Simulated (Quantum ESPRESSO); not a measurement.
# AlNi (Pm-3m) in Quantum ESPRESSO: notebook

One crystal, AlNi, is run at these levels: PBEsol, revPBE, PW91, BLYP; tasks: phonons.

Program: Quantum ESPRESSO 7.5. These are calculated values, not measurements. Logs are shortened: lines on timing, memory, paths and dates and some standing lists are left out, and cuts for length are marked.

## (1) Starting point

Symmetry: Pm-3m, No. 221, cubic system. Conventional cell: a = 2.881 Å, b = 2.881 Å, c = 2.881 Å, α = 90.00°, β = 90.00°, γ = 90.00°. Around Ni (site symmetry m-3m) lie 8 Al at 2.50 Å. Al (site symmetry m-3m) has 8 Ni at 2.50 Å as nearest neighbours.

## (2) Phonons, PBEsol, collinear spin, ferromagnetic start

File pw.in:

```
&CONTROL
  calculation = 'scf'
  prefix = 'pwscf'
  outdir = './tmp'
  pseudo_dir = './pseudo'
  tprnfor = .true.
  tstress = .true.
  disk_io = 'low'
/
&SYSTEM
  ibrav = 0
  nat = 2
  ntyp = 2
  ecutwfc = 45
  ecutrho = 360
  nbnd = 20
  occupations = 'smearing'
  smearing = 'mv'
  degauss = 0.01469973
  nspin = 2
  starting_magnetization(1) = 0.0556
  starting_magnetization(2) = 0
/
&ELECTRONS
  conv_thr = 4d-10
  electron_maxstep = 120
  mixing_beta = 0.3
/
ATOMIC_SPECIES
Ni    58.6934 ni_pbesol_v1.4.uspp.F.UPF
Al    26.9815 al_pbesol_v1.uspp.F.UPF
CELL_PARAMETERS angstrom
   2.8810000000    0.0000000000    0.0000000000
   0.0000000000    2.8810000000    0.0000000000
   0.0000000000    0.0000000000    2.8810000000
ATOMIC_POSITIONS crystal
Ni     0.5000000000    0.5000000000    0.5000000000
Al     0.0000000000    0.0000000000    0.0000000000
K_POINTS automatic
6 6 6 0 0 0
```

File relax.in:

```
&CONTROL
  calculation = 'vc-relax'
  prefix = 'pwscf'
  outdir = './tmp'
  pseudo_dir = './pseudo'
  tprnfor = .true.
  tstress = .true.
  disk_io = 'low'
  nstep = 40
  forc_conv_thr = 0.0001
  etot_conv_thr = 1d-06
/
&SYSTEM
  ibrav = 0
  nat = 2
  ntyp = 2
  ecutwfc = 45
  ecutrho = 360
  nbnd = 20
  occupations = 'smearing'
  smearing = 'mv'
  degauss = 0.01469973
  nspin = 2
  starting_magnetization(1) = 0.0556
  starting_magnetization(2) = 0
/
&ELECTRONS
  conv_thr = 4d-10
  electron_maxstep = 120
  mixing_beta = 0.3
/
&IONS
  ion_dynamics = 'bfgs'
/
&CELL
  cell_dynamics = 'bfgs'
  press = 0
  press_conv_thr = 0.2
/
ATOMIC_SPECIES
Ni    58.6934 ni_pbesol_v1.4.uspp.F.UPF
Al    26.9815 al_pbesol_v1.uspp.F.UPF
CELL_PARAMETERS angstrom
   2.8810000000    0.0000000000    0.0000000000
   0.0000000000    2.8810000000    0.0000000000
   0.0000000000    0.0000000000    2.8810000000
ATOMIC_POSITIONS crystal
Ni     0.5000000000    0.5000000000    0.5000000000
Al     0.0000000000    0.0000000000    0.0000000000
K_POINTS automatic
6 6 6 0 0 0
```

File scf2.in:

```
&CONTROL
  calculation = 'scf'
  prefix = 'pwscf'
  outdir = './tmp'
  pseudo_dir = './pseudo'
  tprnfor = .true.
  tstress = .true.
  disk_io = 'low'
/
&SYSTEM
  ibrav = 0
  nat = 2
  ntyp = 2
  ecutwfc = 45
  ecutrho = 360
  nbnd = 20
  occupations = 'smearing'
  smearing = 'mv'
  degauss = 0.01469973
  nspin = 2
  starting_magnetization(1) = 0.0556
  starting_magnetization(2) = 0
/
&ELECTRONS
  conv_thr = 1d-13
  electron_maxstep = 120
  mixing_beta = 0.3
  startingpot = 'file'
  startingwfc = 'file'
/
ATOMIC_SPECIES
Ni    58.6934 ni_pbesol_v1.4.uspp.F.UPF
Al    26.9815 al_pbesol_v1.uspp.F.UPF
CELL_PARAMETERS angstrom
   2.8637561173    0.0000000000    0.0000000000
   0.0000000000    2.8637561173    0.0000000000
   0.0000000000    0.0000000000    2.8637561173
ATOMIC_POSITIONS crystal
Ni     0.5000000000    0.5000000000    0.5000000000
Al     0.0000000000    0.0000000000    0.0000000000
K_POINTS automatic
6 6 6 0 0 0
```

File ph.in:

```
phonons of AlNi
&INPUTPH
  prefix = 'pwscf'
  outdir = './tmp'
  tr2_ph = 1d-18
  fildyn = 'dyn'
  niter_ph = 90
  alpha_mix(1) = 0.4
/
0.0000000000 0.0000000000 0.0000000000
```

File dynmat.in:

```
&INPUT
  fildyn = 'dyn'
  asr = 'crystal'
  filout = 'dynmat.disp'
  fileig = 'dynmat.eig'
/
```

Potentials or basis: GBRV 1.5 PBEsol.

Run with:

```
OMP_NUM_THREADS=1 pw.x -in pw.in > pw.out
OMP_NUM_THREADS=1 pw.x -in relax.in > relax.out
OMP_NUM_THREADS=1 pw.x -in scf2.in > scf2.out
OMP_NUM_THREADS=1 ph.x -in ph.in > ph.out
OMP_NUM_THREADS=1 dynmat.x -in dynmat.in > dynmat.out
```

pw.out:

```text
This program is part of the open-source Quantum ESPRESSO suite
     for quantum simulation of materials; please cite
         "P. Giannozzi et al., J. Phys.:Condens. Matter 21 395502 (2009);
         "P. Giannozzi et al., J. Phys.:Condens. Matter 29 465901 (2017);
         "P. Giannozzi et al., J. Chem. Phys. 152 154105 (2020);
     in publications or presentations arising from this work. More details at

     Message from routine setup:
     using ibrav=0 with symmetry is DISCOURAGED, use correct ibrav instead

     G-vector sticks info
     --------------------
     sticks:   dense  smooth     PW     G-vecs:    dense   smooth      PW
     Sum         853     421    137                18805     6619    1237

     Using Slab Decomposition

     bravais-lattice index     =            0
     lattice parameter (alat)  =       5.4443  a.u.
     unit-cell volume          =     161.3713 (a.u.)^3
     number of atoms/cell      =            2
     number of atomic types    =            2
     number of electrons       =        21.00
     number of Kohn-Sham states=           20
     kinetic-energy cutoff     =      45.0000  Ry
     charge density cutoff     =     360.0000  Ry
     scf convergence threshold =      4.0E-10
     mixing beta               =       0.3000
     number of iterations used =            8  plain     mixing
     Exchange-correlation= SLA  PW   PSX  PSC
                           (   1   4  10   8   0   0   0)

     celldm(1)=   5.444301  celldm(2)=   0.000000  celldm(3)=   0.000000
     celldm(4)=   0.000000  celldm(5)=   0.000000  celldm(6)=   0.000000

     crystal axes: (cart. coord. in units of alat)
               a(1) = (   1.000000   0.000000   0.000000 )
               a(2) = (   0.000000   1.000000   0.000000 )
               a(3) = (   0.000000   0.000000   1.000000 )

     reciprocal axes: (cart. coord. in units 2 pi/alat)
               b(1) = (  1.000000  0.000000  0.000000 )
               b(2) = (  0.000000  1.000000  0.000000 )
               b(3) = (  0.000000  0.000000  1.000000 )

     PseudoPot. # 1 for Ni read from file:
     ni_pbesol_v1.4.uspp.F.UPF
     Pseudo is Ultrasoft + core correction, Zval = 18.0
     Generated by new atomic code, or converted to UPF format
     Using radial grid of  865 points,  6 beta functions with:
                l(1) =   0
                l(2) =   0
                l(3) =   1
                l(4) =   1
                l(5) =   2
                l(6) =   2
     Q(r) pseudized with 10 coefficients,  rinner =    0.980   0.980   0.980
                                                       0.980   0.980

     PseudoPot. # 2 for Al read from file:
     al_pbesol_v1.uspp.F.UPF
     Pseudo is Ultrasoft + core correction, Zval =  3.0
     Generated by new atomic code, or converted to UPF format
     Using radial grid of  893 points,  3 beta functions with:
                l(1) =   0
                l(2) =   1
                l(3) =   2
     Q(r) pseudized with  8 coefficients,  rinner =    0.900   0.900   0.900
                                                       0.900   0.900

     atomic species   valence    mass     pseudopotential
     Ni               18.00    58.69340     Ni( 1.00)
     Al                3.00    26.98150     Al( 1.00)

     Starting magnetic structure
     atomic species   magnetization
     Ni              0.056
     Al              0.000

     48 Sym. Ops., with inversion, found

   Cartesian axes

     site n.     atom                  positions (alat units)
         1        Ni     tau(   1) = (   0.5000000   0.5000000   0.5000000  )
         2        Al     tau(   2) = (   0.0000000   0.0000000   0.0000000  )

     number of k points=    20  Marzari-Vanderbilt smearing, width (Ry)=  0.0147
                       cart. coord. in units 2pi/alat
        k(    1) = (   0.0000000   0.0000000   0.0000000), wk =   0.0046296
        k(    2) = (   0.0000000   0.0000000   0.1666667), wk =   0.0277778
        k(    3) = (   0.0000000   0.0000000   0.3333333), wk =   0.0277778
        k(    4) = (   0.0000000   0.0000000  -0.5000000), wk =   0.0138889
        k(    5) = (   0.0000000   0.1666667   0.1666667), wk =   0.0555556
        k(    6) = (   0.0000000   0.1666667   0.3333333), wk =   0.1111111
[... 12 lines left out ...]
        k(   19) = (   0.3333333  -0.5000000  -0.5000000), wk =   0.0277778
        k(   20) = (  -0.5000000  -0.5000000  -0.5000000), wk =   0.0046296

     Dense  grid:    18805 G-vectors     FFT dimensions: (  36,  36,  36)

     Smooth grid:     6619 G-vectors     FFT dimensions: (  24,  24,  24)

     Check: negative core charge=   -0.000003
     Generating pointlists ...
     new r_m :   0.3572 (alat units)  1.9449 (a.u.) for type    1
     new r_m :   0.3572 (alat units)  1.9449 (a.u.) for type    2

     Initial potential from superposition of free atoms

     starting charge      18.9976, renormalised to      21.0000
     Starting wfcs are   17 randomized atomic wfcs +    3 random wfcs

     Self-consistent Calculation

     iteration #  1     ecut=    45.00 Ry     beta= 0.30
     Davidson diagonalization with overlap
     ethr =  1.00E-02,  avg # of iterations =  6.7

     total energy              =    -334.34959493 Ry
     estimated scf accuracy    <      54.78377254 Ry

     total magnetization       =     0.08 Bohr mag/cell
     absolute magnetization    =     0.08 Bohr mag/cell

     iteration #  2     ecut=    45.00 Ry     beta= 0.30
     Davidson diagonalization with overlap
     ethr =  1.00E-02,  avg # of iterations =  3.0

     total energy              =    -349.38794967 Ry
     estimated scf accuracy    <      12.56719296 Ry

     total magnetization       =     0.04 Bohr mag/cell
     absolute magnetization    =     0.05 Bohr mag/cell
[... 181 lines left out ...]
     iteration # 21     ecut=    45.00 Ry     beta= 0.30
     Davidson diagonalization with overlap
     ethr =  9.87E-12,  avg # of iterations =  1.0

     total energy              =    -349.84594532 Ry
     estimated scf accuracy    <          8.9E-10 Ry

     total magnetization       =     0.00 Bohr mag/cell
     absolute magnetization    =     0.00 Bohr mag/cell

     iteration # 22     ecut=    45.00 Ry     beta= 0.30
     Davidson diagonalization with overlap
     ethr =  4.24E-12,  avg # of iterations =  1.0

     Magnetic moment per site  (integrated on atomic sphere of radius R)
     atom   1 (R=0.357)  charge= 16.8192  magn=  0.0000
     atom   2 (R=0.357)  charge=  1.2411  magn= -0.0000

     End of self-consistent calculation

 ------ SPIN UP ------------

          k = 0.0000 0.0000 0.0000 (   799 PWs)   bands (ev):

   -89.3684 -49.9200 -49.9200 -49.9200   2.4894  10.4368  10.4368  12.1372
    12.1372  12.1372  19.1296  19.1296  19.1296  21.8488  21.8488  27.1174
    34.4870  34.4870  34.4870  36.9576

          k = 0.0000 0.0000 0.1667 (   815 PWs)   bands (ev):

   -89.3681 -49.9258 -49.9196 -49.9196   3.0002  10.3476  10.5483  11.9351
    11.9351  12.1588  16.0638  19.7861  19.7861  21.8770  24.2642  29.0321
    31.0752  31.0752  33.1842  34.7382

          k = 0.0000 0.0000 0.3333 (   824 PWs)   bands (ev):

   -89.3673 -49.9374 -49.9186 -49.9186   4.4898   9.2772  10.7822  11.5808
    11.5808  12.2023  13.5175  21.5175  21.5175  21.9475  26.0988  27.2771
    27.2771  30.2103  31.1463  34.2412
[... 85 lines left out ...]
          k = 0.3333 0.3333-0.5000 (   818 PWs)   bands (ev):

   -89.3648 -49.9398 -49.9338 -49.9336   8.7506   9.6160   9.9922  11.8844
    11.9017  13.3477  13.3785  17.4485  18.2431  18.4787  19.6254  22.7715
    25.5288  35.9057  37.7997  39.8582

          k = 0.3333-0.5000-0.5000 (   832 PWs)   bands (ev):

   -89.3645 -49.9393 -49.9393 -49.9332   9.2091   9.7242   9.7242  11.9513
    12.6873  14.2247  14.2247  15.4222  16.6246  19.9170  20.3029  20.3029
    23.2207  37.6682  40.4701  40.7734

          k =-0.5000-0.5000-0.5000 (   840 PWs)   bands (ev):

   -89.3641 -49.9388 -49.9388 -49.9388   9.5552   9.5552   9.5552  12.6947
    12.6947  15.6837  15.6837  15.6837  17.3004  18.1379  18.1379  18.1379
    21.2529  40.8977  40.8977  44.8369

 ------ SPIN DOWN ----------

          k = 0.0000 0.0000 0.0000 (   799 PWs)   bands (ev):

   -89.3684 -49.9200 -49.9200 -49.9200   2.4894  10.4368  10.4368  12.1372
    12.1372  12.1372  19.1296  19.1296  19.1296  21.8488  21.8488  27.1174
    34.4870  34.4870  34.4870  36.9576

          k = 0.0000 0.0000 0.1667 (   815 PWs)   bands (ev):

   -89.3680 -49.9258 -49.9195 -49.9195   3.0002  10.3476  10.5483  11.9351
    11.9351  12.1588  16.0638  19.7861  19.7861  21.8770  24.2642  29.0321
    31.0752  31.0752  33.1842  34.7382

          k = 0.0000 0.0000 0.3333 (   824 PWs)   bands (ev):

   -89.3673 -49.9374 -49.9186 -49.9186   4.4898   9.2772  10.7822  11.5808
    11.5808  12.2023  13.5175  21.5175  21.5175  21.9475  26.0988  27.2771
    27.2771  30.2103  31.1463  34.2412
[... 85 lines left out ...]
          k = 0.3333 0.3333-0.5000 (   818 PWs)   bands (ev):

   -89.3648 -49.9398 -49.9338 -49.9336   8.7506   9.6160   9.9922  11.8844
    11.9017  13.3477  13.3785  17.4485  18.2431  18.4787  19.6254  22.7715
    25.5288  35.9057  37.7997  39.8582

          k = 0.3333-0.5000-0.5000 (   832 PWs)   bands (ev):

   -89.3645 -49.9393 -49.9393 -49.9332   9.2091   9.7242   9.7242  11.9513
    12.6873  14.2247  14.2247  15.4222  16.6246  19.9170  20.3029  20.3029
    23.2207  37.6682  40.4700  40.7734

          k =-0.5000-0.5000-0.5000 (   840 PWs)   bands (ev):

   -89.3641 -49.9388 -49.9388 -49.9388   9.5552   9.5552   9.5552  12.6947
    12.6947  15.6837  15.6837  15.6837  17.3004  18.1379  18.1379  18.1379
    21.2529  40.8977  40.8977  44.8369

     the Fermi energy is    13.7505 ev

!    total energy              =    -349.84594532 Ry
     estimated scf accuracy    <          4.9E-12 Ry
     smearing contrib. (-TS)   =      -0.00012726 Ry
     internal energy E=F+TS    =    -349.84581806 Ry

     The total energy is F=E-TS. E is the sum of the following terms:
     one-electron contribution =    -263.22827734 Ry
     hartree contribution      =     142.44386799 Ry
     xc contribution           =     -39.61024647 Ry
     ewald contribution        =    -189.45116224 Ry

     total magnetization       =     0.00 Bohr mag/cell
     absolute magnetization    =     0.00 Bohr mag/cell

     convergence has been achieved in  22 iterations

     Forces acting on atoms (cartesian axes, Ry/au):

     atom    1 type  1   force =     0.00000000    0.00000000    0.00000000
     atom    2 type  2   force =     0.00000000    0.00000000    0.00000000

     Total force =     0.000000     Total SCF correction =     0.000000

     Computing stress (Cartesian axis) and pressure

          total   stress  (Ry/bohr**3)                   (kbar)     P=      -30.66
  -0.00020843   0.00000000   0.00000000          -30.66        0.00        0.00
   0.00000000  -0.00020843   0.00000000            0.00      -30.66        0.00
   0.00000000   0.00000000  -0.00020843            0.00        0.00      -30.66

=------------------------------------------------------------------------------=
   JOB DONE.
=------------------------------------------------------------------------------=
```

Wall time 2.4 min (1 thread of Intel Xeon 6975P-C (Granite Rapids), shared host); peak memory 0.13 GiB.

What came out:

```
Free energy                                           : -4759.9004 eV
Relaxed volume                                        : 11.74 Å³/atom
Relaxed cell                                          : a = 2.864 Å, b = 2.864 Å, c = 2.864 Å, α = 90.00°, β = 90.00°, γ = 90.00°
Space group after relaxing (to 0.05 Å)                : Pm-3m (No. 221)
Pressure after relaxing                               : -0.1 GPa
Band gap on the k mesh                                : none (metal or under the smearing width)
Net moment                                            : 0.00 μB per cell
Absolute moment                                       : 0.00 μB per cell
Valence electrons inside the program's atomic spheres : Ni 16.82; Al 1.24
Highest phonon frequency at Γ                         : 303 cm⁻¹
```

The path:
| step | energy change (eV) | largest force (eV/Å) | pressure (GPa) | volume (Å³) |
| --- | --- | --- | --- | --- |
| 1 | 0.0000 | 0.0000 | -3.07 | 23.91 |
| 2 | -0.0041 | 0.0000 | -0.43 | 23.54 |
| 3 | -0.0041 | 0.0000 | 0.03 | 23.48 |
| 4 | -0.0041 | 0.0000 | 0.00 | 23.49 |
| 5 | -0.0041 | 0.0000 | 0.00 | 23.49 |

Final structure:
```
CELL_PARAMETERS angstrom
2.86376 0.00000 0.00000
0.00000 2.86376 0.00000
0.00000 0.00000 2.86376
ATOMIC_POSITIONS crystal
Ni 0.50000 0.50000 0.50000
Al 0.00000 0.00000 0.00000
```

Levels at points of the mesh, in eV from the Fermi level:
Spin up:
| k point | band 9 | band 10 | band 11 | band 12 | band 13 | band 14 |
| --- | --- | --- | --- | --- | --- | --- |
| (0.00, 0.00, 0.00) | -1.66 | -1.66 | 5.45 | 5.45 | 5.45 | 8.15 |
| (0.00, 0.00, -0.50) | -2.39 | -1.57 | -0.74 | 8.26 | 10.00 | 10.00 |
| (0.00, -0.50, -0.50) | -2.21 | -2.21 | -1.11 | 1.41 | 2.49 | 12.21 |
| (-0.50, -0.50, -0.50) | -1.08 | 1.91 | 1.91 | 1.91 | 3.70 | 4.46 |
Spin down:
| k point | band 9 | band 10 | band 11 | band 12 | band 13 | band 14 |
| --- | --- | --- | --- | --- | --- | --- |
| (0.00, 0.00, 0.00) | -1.66 | -1.66 | 5.45 | 5.45 | 5.45 | 8.15 |
| (0.00, 0.00, -0.50) | -2.39 | -1.57 | -0.74 | 8.26 | 10.00 | 10.00 |
| (0.00, -0.50, -0.50) | -2.21 | -2.21 | -1.11 | 1.41 | 2.49 | 12.21 |
| (-0.50, -0.50, -0.50) | -1.08 | 1.91 | 1.91 | 1.91 | 3.70 | 4.46 |

Phonon frequencies in cm⁻¹ (negative: imaginary):
```csv
q point,frequencies
"(0.000, 0.000, 0.000)",1 1 1 303 303 303
```

Optical modes at Γ, degenerate ones joined:
```csv
cm⁻¹,components,symmetry,active in
303,3,T1u,IR
```

Caveat: the k mesh is coarse (spacing up to 0.36 Å⁻¹), so the values aren't converged; the mesh is thin for the phonons of a metal.

[end of part 1 of 4]
